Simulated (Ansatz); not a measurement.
Rows from a G0W0 calculation on Boron (R-3m, 12 atoms a cell) (Ansatz 0.2.0; G0W0 on PBE, plane waves, PAW; 4×4×4 mesh, 366 empty bands, screening to 150 eV), in eV. Spin-orbit coupling is left out.

```tsv
row	Σx	Σc	Vxc	Z
A	-8.52	-4.35	-13.20	0.79
B	-15.36	0.71	-14.32	0.79
C	-15.46	0.91	-14.20	0.79
D	-8.16	-3.70	-11.95	0.80
E	-7.91	-4.37	-12.59	0.79
F	-7.31	-5.69	-13.42	0.76
```

**Question.** Which rows are filled states and which are empty ones, and how can one tell?

Filled: B and C. Empty: A, D, E and F. The sign of Σc tells: for a filled state bare exchange, which holds its interaction with itself, lies below Vxc (Σx − Vxc is -1.0 eV or lower here) and screening gives part back as a positive Σc. For an empty state Σx lies above Vxc (+3.8 eV or more) and the Coulomb hole leaves Σc negative.

[Paths, hosts, dates, memory and timing lines, banners, echoed tables and standing remarks are left out of the program output.]

[Logs are printed without paths, hosts, clocks, repeated set-up lines and the standing remarks that a program may print on its own settings, such as how far it seeks lower states.]

[Runs of the session that timed out or met a known fault of the program may be left out.]

[Cells called generated may have been cut or substituted from an entry of the Crystallography Open Database or the Materials Project.]

[Hosts, paths, dates, database ids (printed as entryN), source tags and the programs' standing remarks are cut or masked in the printed files.]
